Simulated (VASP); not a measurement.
# Bi (R-3m) in VASP: single point with HSE06

Aim: the single point of Bi with HSE06.

Program: VASP 6.6.1. These are calculated values, not measurements. Logs are shortened: lines on timing, memory, paths and dates and some standing lists are left out, and cuts for length are marked.

## Step 1: The structure

It takes space group R-3m (No. 166, trigonal). The conventional cell has a = 4.525 Å, b = 4.525 Å, c = 11.641 Å, α = 90.00°, β = 90.00°, γ = 120.00°. Around Bi (site symmetry 3m) lie 6 Bi at 3.08 to 3.45 Å.

## Step 2: Single point, HSE06

Contents of POSCAR:

```
Bi
1.0
    2.2625300000      1.3062700000      3.8802500000
   -2.2625300000      1.3062700000      3.8802500000
    0.0000000000     -2.6125400000      3.8802500000
Bi
2
Direct
    0.2368300000      0.2368300000      0.2368300000
    0.7631700000      0.7631700000      0.7631700000
```

Contents of INCAR.step1:

```
  PREC = Accurate
  ENCUT = 520
  EDIFF = 1E-5
  ISMEAR = 0
  SIGMA = 0.1
  LREAL = F
  LASPH = T
  NELM = 60
  ALGO = Normal
  ISIF = 2
  LWAVE = T
  LCHARG = F
  NBANDS = 22
  GGA = PE
```

Contents of INCAR.step2:

```
  PREC = Accurate
  ENCUT = 520
  EDIFF = 1E-6
  ISMEAR = 0
  SIGMA = 0.1
  LREAL = F
  LASPH = T
  NELM = 60
  ALGO = Normal
  ISIF = 2
  LWAVE = F
  LCHARG = F
  GGA = PE
  LHFCALC = T
  HFSCREEN = 0.2
  PRECFOCK = Fast
  NBANDS = 22
  ISTART = 1
```

Contents of KPOINTS:

```
Automatic mesh
0
Gamma
  6 6 6
```

Potentials or basis: VASP PAW PBE potentials, release 64 (Bi_d).

Command:

```
$ cat potpaw_PBE.64/Bi_d/POTCAR > POTCAR
$ cp INCAR.step1 INCAR
$ mpirun -np 1 vasp_std > vasp.out
$ cp INCAR.step2 INCAR
$ mpirun -np 1 vasp_std > vasp.out
```

OUTCAR:

```text
PREC = Accurate
   ENCUT = 520
   EDIFF = 1E-6
   ISMEAR = 0
   LREAL = F
   LASPH = T
   NELM = 60
   ISIF = 2
   GGA = PE
   LHFCALC = T
   HFSCREEN = 0.2
   PRECFOCK = Fast
   ISTART = 1

 ion  position               nearest neighbor table
   1  0.237  0.237  0.237-   2 3.08   2 3.08   2 3.08   2 3.45   2 3.45   2 3.45
   2  0.763  0.763  0.763-   1 3.08   1 3.08   1 3.08   1 3.45   1 3.45   1 3.45

  LATTYP: Found a trigonal (rhomboedric) cell.
 ALAT       =     4.6777904374
 COS(alpha) =     0.5321171086

  Lattice vectors:

 A1 = (   2.2625300000,   1.3062700000,   3.8802500000)
 A2 = (  -2.2625300000,   1.3062700000,   3.8802500000)
 A3 = (   0.0000000000,  -2.6125400000,   3.8802500000)

Analysis of symmetry for initial positions (statically):
=====================================================================
 Subroutine PRICEL returns:
 Original cell was already a primitive cell.

 Routine SETGRP: Setting up the symmetry group for a
 trigonal (rhombohedral) supercell.

 Subroutine GETGRP returns: Found 12 space group operations
 (whereof 12 operations were pure point group operations)
 out of a pool of 12 trial point group operations.

The static configuration has the point symmetry D_3d.

Analysis of symmetry for dynamics (positions and initial velocities):
=====================================================================
 Subroutine PRICEL returns:
 Original cell was already a primitive cell.

 Routine SETGRP: Setting up the symmetry group for a
 trigonal (rhombohedral) supercell.

 Subroutine GETGRP returns: Found 12 space group operations
 (whereof 12 operations were pure point group operations)
 out of a pool of 12 trial point group operations.

The dynamic configuration has the point symmetry D_3d.

 Subroutine INISYM returns: Found 12 space group operations
 (whereof 12 operations are pure point group operations),
 and found     1 'primitive' translations

----------------------------------------------------------------------------------------

                                     Primitive cell

  volume of cell :      68.8079

  direct lattice vectors                    reciprocal lattice vectors
     2.262530000  1.306270000  3.880250000     0.220991545  0.127589753  0.085905118
    -2.262530000  1.306270000  3.880250000    -0.220991545  0.127589753  0.085905118
     0.000000000 -2.612540000  3.880250000     0.000000000 -0.255179506  0.085905118

  length of vectors
     4.677790437  4.677790437  4.677788507     0.269250993  0.269250993  0.269251313

  position of ions in fractional coordinates (direct lattice)
     0.236830000  0.236830000  0.236830000
     0.763170000  0.763170000  0.763170000

  ion indices of the primitive-cell ions
   primitive index   ion index
                 1           1
                 2           2

----------------------------------------------------------------------------------------

 KPOINTS: Automatic mesh

Automatic generation of k-mesh.
 Grid dimensions read from file:
 generate k-points for:    6    6    6

 Generating k-lattice:

  Cartesian coordinates                     Fractional coordinates (reciprocal lattice)
     0.036831924  0.021264959  0.014317520     0.166666667  0.000000000  0.000000000
    -0.036831924  0.021264959  0.014317520     0.000000000  0.166666667  0.000000000
     0.000000000 -0.042529918  0.014317520     0.000000000  0.000000000  0.166666667

  Length of vectors
     0.044875166  0.044875166  0.044875219

  Shift w.r.t. Gamma in fractional coordinates (k-lattice)
     0.000000000  0.000000000  0.000000000

 Subroutine IBZKPT returns following result:
 ===========================================

 Found     32 irreducible k-points:

 Following reciprocal coordinates:
            Coordinates               Weight
  0.000000  0.000000  0.000000      1.000000
  0.166667  0.000000  0.000000      6.000000
  0.333333  0.000000  0.000000      6.000000
  0.500000  0.000000  0.000000      3.000000
  0.166667  0.166667  0.000000      6.000000
  0.333333  0.166667  0.000000     12.000000
[... 16 lines left out ...]
  0.500000  0.500000  0.166667      6.000000
 -0.333333  0.500000  0.166667     12.000000
 [... further k-points ...]
   k-points           NKPTS =     32   k-points in BZ     NKDIM =    216   number of bands    NBANDS=     22
   number of dos      NEDOS =    301   number of ions     NIONS =      2
   total plane-waves  NPLWV =  46656
   dimension x,y,z NGX =    36 NGY =   36 NGZ =   36
   dimension x,y,z NGXF=    72 NGYF=   72 NGZF=   72
   ions per type =               2
   NGX,Y,Z   is equivalent  to a cutoff of  12.79, 12.79, 12.79 a.u.
   NGXF,Y,Z  is equivalent  to a cutoff of  25.59, 25.59, 25.59 a.u.
 SYSTEM =  unknown system
   PREC   = accura    normal or accurate (medium, high low for compatibility)
   ISTART =      1    job   : 0-new  1-cont  2-samecut
   ICHARG =      0    charge: 1-file 2-atom 10-const
   ISPIN  =      1    spin polarized calculation?
   LNONCOLLINEAR =      F non collinear calculations
   LSORBIT =      F    spin-orbit coupling
   LASPH  =      T    aspherical Exc in radial PAW
   ENCUT  =  520.0 eV  38.22 Ry    6.18 a.u.   8.70  8.70  8.70*2*pi/ulx,y,z
   NELM   =     60;   NELMIN=  2; NELMDL=  0     # of ELM steps
   EDIFF  = 0.1E-05   stopping-criterion for ELM
   LREAL  =      F    real-space projection
   EDIFFG = 0.1E-04   stopping-criterion for IOM
   NSW    =      0    number of steps for IOM
   IBRION =     -1    ionic relax: 0-MD 1-quasi-New 2-CG
   NFREE  =      0    steps in history (QN), initial steepest desc. (CG)
   ISIF   =      2    stress and relaxation
   ISYM   =      3    0-nonsym 1-usesym 2-fastsym
   POTIM  = 0.5000    time-step for ionic-motion
   TEBEG  =    0.0;   TEEND  =   0.0 temperature during run
   PSTRESS=    0.0 pullay stress
   NELECT =      30.0000    total number of electrons
   NUPDOWN=      -1.0000    fix difference up-down
   EMIN   =  10.00;   EMAX   =-10.00  energy-range for DOS
   EFERMI =   0.00;   METHOD = LEGACY
   ISMEAR =     0;   SIGMA  =   0.10  broadening in eV -4-tet -1-fermi 0-gaus
   EFERMI_NEDOS =   21; number of points for ismear=-14 and -15
   IALGO  =     38    algorithm
   IMIX   =      1    mixing-type and parameters
     AMIX     =   0.40;   BMIX     =  1.00
     AMIX_MAG =   1.60;   BMIX_MAG =  1.00
  volume/ion in A,a.u.               =      34.40       232.17
  Fermi-wavevector in a.u.,A,eV,Ry     =   1.241374  2.345856 20.966692  1.541008
  Thomas-Fermi vector in A             =   2.375774
   LORBIT       =      0    0 simple, 1 ext, 2 COOP (PROOUT), +10 PAW based schemes
   GGA     = PE    functional components
   LHFCALC =     T    Hartree Fock is set to
   PRECFOCK=fast      Normal, Fast or Accurate (Low or Medium for compatibility)
   ENCUT4O =  -1.0   cutoff for four orbital integrals eV
   NKREDX  =     1    reduce k-point grid by
   NKREDY  =     1    reduce k-point grid by
   NKREDZ  =     1    reduce k-point grid by
   AEXX    =    0.2500 exact exchange contribution
   HFSCREEN=    0.2000 screening length (either q_TF or 0.3 A-1)
   HFSCREENC=   0.2000 screening length for correlation (either q_TF or 0.3 A-1)
   ENCUTFOCK=  -1.0 apply spherical cutoff to Coloumb kernel
   IVDW    =     0    specifies the selected vdW correction
   LEPSILON=     F    determine dielectric tensor
   LRPA    =     F    only Hartree local field effects (RPA)
 non-spin polarized calculation
 Gauss-broadening in eV      SIGMA  =   0.10
  energy-cutoff  :      520.00
  volume of cell :       68.81
 maximum number of plane-waves:      1875
  NGX = 20; NGY = 20; NGZ = 20

 number of electron      30.0000005 magnetization

 Free energy of the ion-electron system (eV)
  ---------------------------------------------------
  ext. energy  EPLUGINS =         0.00000000
  ---------------------------------------------------
  free energy    TOTEN  =        -9.18913073 eV

  energy without entropy =       -9.18647503  energy(sigma->0) =       -9.18780288

 E-fermi :   6.3668     XC(G=0):  -8.0292

 val. band max:        6.3299831222   @ k =   0.3333   0.1667   0.1667
 cond. band min:       6.9616247794   @ k =   0.5000   0.0000   0.0000
 fundamental gap:      0.6316416572
 Fermi energy:         6.3668341406

 k-point     1 :       0.0000    0.0000    0.0000
  band No.  band energies     occupation
      1     -18.6525      2.00000
      2     -18.6525      2.00000
      3     -18.4866      2.00000
      4     -18.4866      2.00000
      5     -18.4739      2.00000
      6     -18.2794      2.00000
[... 14 lines left out ...]
     21      12.5874      0.00000
     22      13.2362      0.00000

 k-point     2 :       0.1667    0.0000    0.0000
  band No.  band energies     occupation
      1     -18.6281      2.00000
      2     -18.6238      2.00000
      3     -18.4760      2.00000
      4     -18.4700      2.00000
      5     -18.4586      2.00000
      6     -18.2942      2.00000
[... 14 lines left out ...]
     21      13.0066      0.00000
     22      15.1755      0.00000

 k-point     3 :       0.3333    0.0000    0.0000
  band No.  band energies     occupation
      1     -18.5672      2.00000
      2     -18.5457      2.00000
      3     -18.4524      2.00000
      4     -18.4268      2.00000
      5     -18.4157      2.00000
      6     -18.3425      2.00000
[... 14 lines left out ...]
     21      14.5295      0.00000
     22      17.6787      0.00000
[... 476 lines left out ...]
 k-point    23 :       0.5000    0.5000    0.1667
  band No.  band energies     occupation
      1     -18.6158      2.00000
      2     -18.5040      2.00000
      3     -18.4845      2.00000
      4     -18.4016      2.00000
      5     -18.3938      2.00000
      6     -18.3449      2.00000
[... 14 lines left out ...]
     21      16.5603      0.00000
     22      17.7116      0.00000

 k-point    24 :      -0.3333    0.5000    0.1667
  band No.  band energies     occupation
      1     -18.6009      2.00000
      2     -18.5073      2.00000
      3     -18.4699      2.00000
      4     -18.4127      2.00000
      5     -18.3724      2.00000
      6     -18.3630      2.00000
[... 14 lines left out ...]
     21      17.3352      0.00000
     22      17.6191      0.00000

 [... further k-points ...]

------------------------ aborting loop because EDIFF is reached ----------------------------------------

  FORCE on cell =-STRESS in cart. coord.  units (eV):
  Direction    XX          YY          ZZ          XY          YZ          ZX
  --------------------------------------------------------------------------------------
  -------------------------------------------------------------------------------------
  Total        0.2138055      0.2138048      0.4710563      0.0000000      0.0000000      0.0000000
  in kB        4.9784168      4.9783992     10.9684469      0.0000000      0.0000000      0.0000000
  external PRESSURE =       6.9750876 kB  Pullay stress =       0.0000000 kB

 VOLUME and BASIS-vectors are now :
 -----------------------------------------------------------------------------
  energy-cutoff  :      520.00
  volume of cell :       68.81
      direct lattice vectors                 reciprocal lattice vectors
     2.262530000  1.306270000  3.880250000     0.220991545  0.127589753  0.085905118
    -2.262530000  1.306270000  3.880250000    -0.220991545  0.127589753  0.085905118
     0.000000000 -2.612540000  3.880250000     0.000000000 -0.255179506  0.085905118

 POSITION                                       TOTAL-FORCE (eV/Angst)
 -----------------------------------------------------------------------------------
      0.00000      0.00000      2.75688         0.000000      0.000000     -0.329049
      0.00000      0.00000      8.88387         0.000000     -0.000000      0.329049
 -----------------------------------------------------------------------------------
    total drift:                                0.000000      0.000000     -0.000000

  FREE ENERGIE OF THE ION-ELECTRON SYSTEM (eV)
  ---------------------------------------------------
  free  energy   TOTEN  =        -9.1891307338 eV

  energy  without entropy=       -9.1864750313  energy(sigma->0) =       -9.18780288
```

Wall time 2.7 h (1 thread of Intel Xeon Platinum 8559C (Emerald Rapids), shared host); peak memory 0.35 GiB.

Results:

```yaml
Free_energy: -9.1891 eV
Pressure: 0.7 GPa
Largest_force: 0.329 eV/Å
Band_gap_on_the_k_mesh: none (metal or under the smearing width)
```

Forces on the atoms (eV/Å):
```
Bi   0.000  0.000 -0.329
Bi   0.000  0.000  0.329
```

Levels at points of the mesh, in eV from the Fermi level:
```tsv
k point	band 11	band 12	band 13	band 14	band 15	band 16	band 17	band 18	band 19	band 20
(0.00, 0.00, 0.00)	-14.51	-7.81	-1.70	-1.41	-1.41	3.22	3.59	3.59	6.07	6.22
(0.50, 0.00, 0.00)	-12.23	-11.62	-1.28	-1.18	-0.21	-0.09	0.59	1.05	8.43	9.28
(0.50, 0.50, 0.00)	-12.34	-10.18	-5.46	-3.52	-3.36	2.79	5.78	6.13	7.88	10.49
(0.50, 0.50, 0.50)	-12.89	-11.07	-0.68	-0.63	-0.63	0.74	0.74	0.74	7.99	9.77
```

Caveat: the PAW data sets were made with another functional, which shifts forces and pressure a little; spin-orbit coupling is left out, which moves the levels of the heavy elements.
